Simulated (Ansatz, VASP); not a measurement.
# Two plane-wave programs on Si3Mo

```
Si Mo
1.0
     0.00000    3.04771    3.04771
     3.04771    0.00000    3.04771
     3.04771    3.04771    0.00000
Si Mo
3 1
Direct
  0.25000 0.25000 0.25000
  0.50000 0.50000 0.50000
  0.75000 0.75000 0.75000
  0.00000 0.00000 0.00000
```

Change from the starting cell: species swapped into the Li3Mg type (Fm-3m, No. 225).

Alike in both runs: functional PBE; k mesh 14 × 14 × 14; occupations gaussian, width 0.1 eV; no spin polarisation.

Ansatz relaxed the structure, and its values are those at the end. VASP's run is a single point on that final structure, the one shown.

|  | VASP | Ansatz |
| --- | --- | --- |
| version | VASP 6.6.1 | Ansatz 0.2.0 |
| potentials or method | VASP PAW PBE potentials, release 64 (Si, Mo_sv) | scalar-relativistic, plane waves, PAW |
| plane-wave cutoff (eV) | 520 | 420 |
| valence electrons in the cell | 26 | 26 |

```csv
,VASP,Ansatz,Ansatz less VASP
gap on the k mesh at the Fermi level (eV),none,none,-
pressure (GPa),0.1,0.0,-0.07
```

A gap of «none» marks a metal or a gap that the smearing closes. With one functional, cell and mesh, what is left measures potentials, basis and numerics.
